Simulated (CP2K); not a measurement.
The system is Hf.

```
Hf
1.0
     3.19670    0.00000    0.00000
    -1.59835    2.76842    0.00000
     0.00000    0.00000    5.05780
Hf
2
Direct
  0.66667 0.33333 0.75000
  0.33333 0.66667 0.25000
```

Base run:

| Quantity | Value |
| --- | --- |
| Program | CP2K 2026.2 |
| Functional | PBE |
| Potentials or basis | GTH_POTENTIALS Hf GTH-PBE-q12; DZVP-MOLOPT-SR-GTH basis |
| Density cutoff | 6803 eV |
| k mesh | 10 × 10 × 5 |
| Occupations | fermi-dirac, width 0.05 eV |
| Spin | no spin polarisation |

Its results: band gap on the k mesh none (metal or under the smearing width); pressure 2.0 GPa.

Problem. The run is repeated on the same cell with these changes: potentials or basis from GTH_POTENTIALS Hf GTH-PBE-q12; DZVP-MOLOPT-SR-GTH basis to GTH_POTENTIALS Hf GTH-PBE-q12; TZVP-MOLOPT-SR-GTH basis; basis sets from Hf DZVP-MOLOPT-SR-GTH-q12 to Hf TZVP-MOLOPT-SR-GTH-q12. What comes out?

Solution. Band gap on the k mesh none (metal or under the smearing width); pressure 0.4 GPa.

Caveats: the basis of atomic orbitals isn't converged, which shifts pressures, moduli and gaps.
